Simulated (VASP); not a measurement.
An input for Quantum ESPRESSO's pw.x (written as the equivalent of a VASP run, and not itself run):

```
&CONTROL
  calculation = 'vc-relax'
  pseudo_dir = './pseudo'
  outdir = './out'
  tprnfor = .true.
  tstress = .true.
  nstep = 60
  forc_conv_thr = 0.00039
/
&SYSTEM
  ibrav = 0
  nat = 2
  ntyp = 2
  ecutwfc = 84
  occupations = 'smearing'
  smearing = 'gaussian'
  degauss = 0.003675
  input_dft = 'pz'
/
&ELECTRONS
  conv_thr = 7.3e-08
  electron_maxstep = 100
/
&IONS
/
&CELL
/
ATOMIC_SPECIES
  Zn 65.380 Zn.upf
  Te 127.600 Te.upf
CELL_PARAMETERS angstrom
     0.0000000    3.0017609    3.0017609
     3.0017609    0.0000000    3.0017609
     3.0017609    3.0017609    0.0000000
ATOMIC_POSITIONS crystal
  Zn   0.0000000  0.0000000  0.0000000
  Te   0.2500000  0.2500000  0.2500000
K_POINTS automatic
  7 7 7 0 0 0
```

Write the VASP files for the same calculation (LDA).

Several could match; the one computed here: 
File POSCAR:
```
ZnTe
1.0
  0.0000000000   3.0017608734   3.0017608734
  3.0017608734   0.0000000000   3.0017608734
  3.0017608734   3.0017608734   0.0000000000
Zn Te
1 1
direct
  0.0000000000   0.0000000000   0.0000000000
  0.2500000000   0.2500000000   0.2500000000
```

File KPOINTS:
```
Automatic mesh
0
Gamma
7 7 7
0 0 0
```

**INCAR**
```
ALGO = Normal
EDIFF = 1E-6
EDIFFG = -0.01
ENCUT = 520
IBRION = 2
ISIF = 3
ISMEAR = 0
LASPH = T
LCHARG = F
LMAXMIX = 4
LREAL = F
LWAVE = F
NELM = 100
NSW = 60
PREC = Accurate
SIGMA = 0.05
SYSTEM = ZnTe
```

POTCAR, in this order: Zn Te (LDA.64 set). Program: vasp_std.

The two are equivalent in intent, not identical: the potentials are each code's own (VASP's PAW set, PseudoDojo norm-conserving files in pw.x), so ENCUT and ecutwfc are chosen apart and not converted; conv_thr bounds pw.x's estimated SCF error, while EDIFF bounds the energy change between steps; forc_conv_thr acts on force components and is met together with etot_conv_thr.

The compound is ZnTe in the zinc blende structure. It was relaxed first. The start is the result of an earlier pass.
